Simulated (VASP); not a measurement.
# Mo (Im-3m) in VASP: notebook

One crystal, Mo, is run at these levels: PBE; tasks: single point.

Everything below comes from runs of VASP 6.6.1. Logs are shortened: lines on timing, memory, paths and dates and some standing lists are left out, and cuts for length are marked.

### 1 The structure

It takes space group Im-3m (No. 229, cubic). The conventional cell has a = 3.168 Å, b = 3.168 Å, c = 3.168 Å, α = 90.00°, β = 90.00°, γ = 90.00°. Around Mo (site symmetry m-3m) lie 8 Mo at 2.74 Å.

### 2 Single point, PBE

Input file INCAR:

```
ADDGRID = F
ALGO = Normal
EDIFF = 1E-7
ENCUT = 450
GGA = PE
ISIF = 2
ISMEAR = 1
LASPH = T
LCHARG = F
LREAL = F
LWAVE = F
NBANDS = 13
NELM = 100
PREC = Accurate
SIGMA = 0.2
```

Input file KPOINTS:

```
k-points
0
Gamma
  5 5 5
```

Input file POSCAR:

```
Mo
1.0
   -1.5838089719      1.5838089719      1.5838089719
    1.5838089719     -1.5838089719      1.5838089719
    1.5838089719      1.5838089719     -1.5838089719
Mo
1
Direct
    0.0000000000      0.0000000000      0.0000000000
```

Potentials or basis: VASP PAW PBE potentials, release 64 (Mo_sv).

Command:

```console
> cat potpaw_PBE.64/Mo_sv/POTCAR > POTCAR
> mpirun -np 1 vasp_std > vasp.out
```

OUTCAR:

```text
EDIFF = 1E-7
   ENCUT = 450
   GGA = PE
   ISIF = 2
   ISMEAR = 1
   LASPH = T
   LREAL = F
   NELM = 100
   PREC = Accurate

 Found     10 irreducible k-points:

 Following reciprocal coordinates:
            Coordinates               Weight
  0.000000  0.000000  0.000000      1.000000
  0.200000  0.000000  0.000000     12.000000
  0.400000  0.000000  0.000000     12.000000
  0.200000  0.200000  0.000000     24.000000
  0.400000  0.200000  0.000000     24.000000
  0.200000  0.200000  0.200000      8.000000
   k-points           NKPTS =     10   k-points in BZ     NKDIM =     10   number of bands    NBANDS=     13
   number of dos      NEDOS =    301   number of ions     NIONS =      1
   total plane-waves  NPLWV =   8000
   dimension x,y,z NGX =    20 NGY =   20 NGZ =   20
   dimension x,y,z NGXF=    40 NGYF=   40 NGZF=   40
   ions per type =               1
   NGX,Y,Z   is equivalent  to a cutoff of  12.12, 12.12, 12.12 a.u.
   NGXF,Y,Z  is equivalent  to a cutoff of  24.24, 24.24, 24.24 a.u.
 SYSTEM =  unknown system
   PREC   = accura    normal or accurate (medium, high low for compatibility)
   ISTART =      0    job   : 0-new  1-cont  2-samecut
   ICHARG =      2    charge: 1-file 2-atom 10-const
   ISPIN  =      1    spin polarized calculation?
   LNONCOLLINEAR =      F non collinear calculations
   LSORBIT =      F    spin-orbit coupling
   LASPH  =      T    aspherical Exc in radial PAW
   ENCUT  =  450.0 eV  33.07 Ry    5.75 a.u.   4.74  4.74  4.74*2*pi/ulx,y,z
   NELM   =    100;   NELMIN=  2; NELMDL= -5     # of ELM steps
   EDIFF  = 0.1E-06   stopping-criterion for ELM
   LREAL  =      F    real-space projection
   EDIFFG = 0.1E-05   stopping-criterion for IOM
   NSW    =      0    number of steps for IOM
   IBRION =     -1    ionic relax: 0-MD 1-quasi-New 2-CG
   NFREE  =      0    steps in history (QN), initial steepest desc. (CG)
   ISIF   =      2    stress and relaxation
   ISYM   =      2    0-nonsym 1-usesym 2-fastsym
   POTIM  = 0.5000    time-step for ionic-motion
   TEBEG  =    0.0;   TEEND  =   0.0 temperature during run
   PSTRESS=    0.0 pullay stress
   NELECT =      14.0000    total number of electrons
   NUPDOWN=      -1.0000    fix difference up-down
   EMIN   =  10.00;   EMAX   =-10.00  energy-range for DOS
   EFERMI =   0.00;   METHOD = LEGACY
   ISMEAR =     1;   SIGMA  =   0.20  broadening in eV -4-tet -1-fermi 0-gaus
   EFERMI_NEDOS =   21; number of points for ismear=-14 and -15
   IALGO  =     38    algorithm
   IMIX   =      4    mixing-type and parameters
     AMIX     =   0.40;   BMIX     =  1.00
     AMIX_MAG =   1.60;   BMIX_MAG =  1.00
  volume/ion in A,a.u.               =      15.89       107.24
  Fermi-wavevector in a.u.,A,eV,Ry     =   1.569380  2.965698 33.510508  2.462953
  Thomas-Fermi vector in A             =   2.671271
   LORBIT       =      0    0 simple, 1 ext, 2 COOP (PROOUT), +10 PAW based schemes
   GGA     = PE    functional components
   LHFCALC =     F    Hartree Fock is set to
   AEXX    =    0.0000 exact exchange contribution
   IVDW    =     0    specifies the selected vdW correction
   LEPSILON=     F    determine dielectric tensor
   LRPA    =     F    only Hartree local field effects (RPA)
 non-spin polarized calculation
 Methfessel and Paxton  Order N= 1 SIGMA  =   0.20
  energy-cutoff  :      450.00
  volume of cell :       15.89
 maximum number of plane-waves:       369
   NGX =  9   NGY =  9   NGZ =  9

 number of electron      14.0000005 magnetization

 Free energy of the ion-electron system (eV)
  ---------------------------------------------------
  ext. energy  EPLUGINS =         0.00000000
  ---------------------------------------------------
  free energy    TOTEN  =       -10.96265024 eV

  energy without entropy =      -10.95177610  energy(sigma->0) =      -10.95902553

 E-fermi :  12.5287     XC(G=0): -13.2828

 val. band max:       12.5045471982   @ k =  -0.2000   0.2000   0.2000
 cond. band min:      12.5955877586   @ k =  -0.4000   0.4000   0.2000
 fundamental gap:      0.0910405604
 Fermi energy:        12.5286571015

 k-point     1 :       0.0000    0.0000    0.0000
  band No.  band energies     occupation
      1     -48.8541      2.00000
      2     -22.1640      2.00000
      3     -22.1640      2.00000
      4     -22.1640      2.00000
      5       5.1504      2.00000
      6      11.0507      2.00000
      7      11.0508      2.00000
      8      11.0508      2.00000
      9      14.0128     -0.00000
     10      14.0128     -0.00000
     11      27.1312      0.00000
     12      27.1312      0.00000
     13      27.1312      0.00000

 k-point     2 :       0.2000    0.0000    0.0000
  band No.  band energies     occupation
      1     -48.7693      2.00000
      2     -22.6461      2.00000
      3     -22.3146      2.00000
      4     -22.1675      2.00000
      5       6.6208      2.00000
      6      10.2527      2.00000
      7      10.7969      2.00000
      8      12.6118      0.35910
      9      13.4216     -0.00000
     10      14.0925     -0.00000
     11      27.5510      0.00000
     12      28.7876      0.00000
     13      29.8507      0.00000

 k-point     3 :       0.4000    0.0000    0.0000
  band No.  band energies     occupation
      1     -48.6293      2.00000
      2     -23.3793      2.00000
      3     -22.5509      2.00000
      4     -22.1736      2.00000
      5       7.2705      2.00000
      6       9.2060      2.00000
      7      12.7419     -0.06140
      8      14.0603     -0.00000
      9      14.5290     -0.00000
     10      16.1432     -0.00000
     11      24.8448      0.00000
     12      24.9562      0.00000
     13      30.9267      0.00000

 k-point     4 :       0.2000    0.2000    0.0000
  band No.  band energies     occupation
      1     -48.6565      2.00000
      2     -23.1334      2.00000
      3     -22.5300      2.00000
      4     -22.2711      2.00000
      5       8.1962      2.00000
      6       9.6445      2.00000
      7      10.2770      2.00000
      8      13.2999     -0.00000
      9      14.6840     -0.00000
     10      16.0456     -0.00000
     11      26.1531      0.00000
     12      27.5045      0.00000
     13      30.5714      0.00000

 k-point     5 :       0.4000    0.2000    0.0000
  band No.  band energies     occupation
      1     -48.5858      2.00000
      2     -23.3391      2.00000
      3     -22.7842      2.00000
      4     -22.3009      2.00000
      5       8.1147      2.00000
      6       9.3563      2.00000
      7      11.3930      2.00000
      8      13.9132     -0.00000
      9      15.0504     -0.00000
     10      19.7040      0.00000
     11      22.8532      0.00000
     12      25.0459      0.00000
     13      28.4490      0.00000

 k-point     6 :       0.2000    0.2000    0.2000
  band No.  band energies     occupation
      1     -48.5978      2.00000
      2     -23.1712      2.00000
      3     -22.6194      2.00000
      4     -22.6194      2.00000
      5       9.3512      2.00000
      6       9.3512      2.00000
      7      10.1810      2.00000
      8      14.6331     -0.00000
      9      14.6331     -0.00000
     10      20.6411      0.00000
     11      23.3393      0.00000
     12      25.1731      0.00000
     13      25.1731      0.00000

 [... further k-points ...]

------------------------ aborting loop because EDIFF is reached ----------------------------------------

  FORCE on cell =-STRESS in cart. coord.  units (eV):
  Direction    XX          YY          ZZ          XY          YZ          ZX
  --------------------------------------------------------------------------------------
  -------------------------------------------------------------------------------------
  Total       -0.3771174     -0.3771174     -0.3771174      0.0000000      0.0000000     -0.0000000
  in kB      -38.0205872    -38.0205872    -38.0205872      0.0000000      0.0000000     -0.0000000
  external PRESSURE =     -38.0205872 kB  Pullay stress =       0.0000000 kB

 VOLUME and BASIS-vectors are now :
 -----------------------------------------------------------------------------
  energy-cutoff  :      450.00
  volume of cell :       15.89
      direct lattice vectors                 reciprocal lattice vectors
    -1.583808972  1.583808972  1.583808972     0.000000000  0.315694638  0.315694638
     1.583808972 -1.583808972  1.583808972     0.315694638  0.000000000  0.315694638
     1.583808972  1.583808972 -1.583808972     0.315694638  0.315694638  0.000000000

 POSITION                                       TOTAL-FORCE (eV/Angst)
 -----------------------------------------------------------------------------------
      0.00000      0.00000      0.00000         0.000000     -0.000000     -0.000000
 -----------------------------------------------------------------------------------
    total drift:                                0.000000     -0.000000      0.000000

  FREE ENERGIE OF THE ION-ELECTRON SYSTEM (eV)
  ---------------------------------------------------
  free  energy   TOTEN  =       -10.9626502428 eV

  energy  without entropy=      -10.9517761017  energy(sigma->0) =      -10.95902553
```

Wall time 2.6 s (1 thread of Intel Xeon 6975P-C (Granite Rapids), shared host); peak memory 0.11 GiB.

The run converged, but some of its settings lie outside the range that counts as converged, so its numbers aren't taken as properties of the crystal.

Results:

```yaml
Free_energy: -10.9627 eV
Pressure: -3.8 GPa
Band_gap_on_the_k_mesh: none (metal or under the smearing width)
```

Caveat: the k mesh is coarse (spacing up to 0.56 Å⁻¹), so the values aren't converged.

### 3 Single point, PBE

INCAR is that of step 2.

KPOINTS is that of step 2.

Input file POSCAR:

```
Mo
1.0
   -1.6018940000      1.6123050000      1.5868230000
    1.5840600000     -1.5829550000      1.5396390000
    1.5998790000      1.5809390000     -1.5574730000
Mo
1
Direct
   -0.0100820000     -0.0008690000      0.0196120000
```

Potentials or basis: VASP PAW PBE potentials, release 64 (Mo_sv).

Command:

```console
> cat potpaw_PBE.64/Mo_sv/POTCAR > POTCAR
> mpirun -np 1 vasp_std > vasp.out
```

Wall time 5.6 s (1 thread of Intel Xeon 6975P-C (Granite Rapids), shared host); peak memory 0.12 GiB.

These settings aren't checked as converged: the numbers below hold their error.

Results:

| Item | Value |
| --- | --- |
| Free energy | -10.9582 eV |
| Pressure | -3.5 GPa |
| Band gap on the k mesh | none (metal or under the smearing width) |

Caveat: the k mesh is coarse (spacing up to 0.57 Å⁻¹), so the values aren't converged.

### 4 Single point, PBE

INCAR: that of step 3 with these lines changed.

```diff
@@ -3,3 +3,3 @@
 EDIFF = 1E-7
-ENCUT = 450
+ENCUT = 550
 GGA = PE
```

KPOINTS is that of step 3.

Input file POSCAR:

```
Mo
1.0
   -1.5838089719      1.5838089719      1.5838089719
    1.5838089719     -1.5838089719      1.5838089719
    1.5838089719      1.5838089719     -1.5838089719
Mo
1
Direct
    0.0000000000      0.0000000000      0.0000000000
```

Command:

```console
> cat potpaw_PBE.64/Mo_sv/POTCAR > POTCAR
> mpirun -np 1 vasp_std > vasp.out
```

It took 3.4 s on 1 thread of Intel Xeon 6975P-C (Granite Rapids), shared host; peak memory 0.13 GiB.

The run converged, but some of its settings lie outside the range that counts as converged, so its numbers aren't taken as properties of the crystal.

Results:

| Quantity | Value |
| --- | --- |
| Free energy | -10.9628 eV |
| Pressure | -3.7 GPa |
| Band gap on the k mesh | none (metal or under the smearing width) |

Caveat: the k mesh is coarse (spacing up to 0.56 Å⁻¹), so the values aren't converged.

### 5 Single point, PBE

INCAR is that of step 4.

KPOINTS is that of step 4.

Input file POSCAR:

```
Mo
1.0
   -1.6018940000      1.6123050000      1.5868230000
    1.5840600000     -1.5829550000      1.5396390000
    1.5998790000      1.5809390000     -1.5574730000
Mo
1
Direct
   -0.0100820000     -0.0008690000      0.0196120000
```

Command:

```console
> cat potpaw_PBE.64/Mo_sv/POTCAR > POTCAR
> mpirun -np 1 vasp_std > vasp.out
```

It took 5.8 s on 1 thread of Intel Xeon 6975P-C (Granite Rapids), shared host; peak memory 0.14 GiB.

The run converged, but some of its settings lie outside the range that counts as converged, so its numbers aren't taken as properties of the crystal.

What came out:

```
Free energy            : -10.9584 eV
Pressure               : -3.4 GPa
Band gap on the k mesh : none (metal or under the smearing width)
```

Caveat: the k mesh is coarse (spacing up to 0.57 Å⁻¹), so the values aren't converged.

### 6 Single point, PBE

INCAR: that of step 5 with these lines changed.

```diff
@@ -3,3 +3,3 @@
 EDIFF = 1E-7
-ENCUT = 550
+ENCUT = 300
 GGA = PE
```

Input file KPOINTS:

```
k-points
0
Gamma
  7 7 7
```

Input file POSCAR:

```
Mo
1.0
   -1.5838089719      1.5838089719      1.5838089719
    1.5838089719     -1.5838089719      1.5838089719
    1.5838089719      1.5838089719     -1.5838089719
Mo
1
Direct
    0.0000000000      0.0000000000      0.0000000000
```

Potentials or basis: VASP PAW PBE potentials, release 64 (Mo_sv).

Command:

```console
> cat potpaw_PBE.64/Mo_sv/POTCAR > POTCAR
> mpirun -np 1 vasp_std > vasp.out
```

Run time: 2.4 s. Hardware: 1 thread of Intel Xeon 6975P-C (Granite Rapids), shared host; peak memory 0.11 GiB.

The run converged, but some of its settings lie outside the range that counts as converged, so its numbers aren't taken as properties of the crystal.

Results:

* Free energy: -10.8992 eV
* Pressure: -0.9 GPa
* Band gap on the k mesh: none (metal or under the smearing width)

Caveat: the k mesh is coarse (spacing up to 0.40 Å⁻¹), so the values aren't converged; the cutoff is under 1.25 times the usual one of these potentials, so pressure, stress and relaxed cells hold a basis-set (Pulay) error.
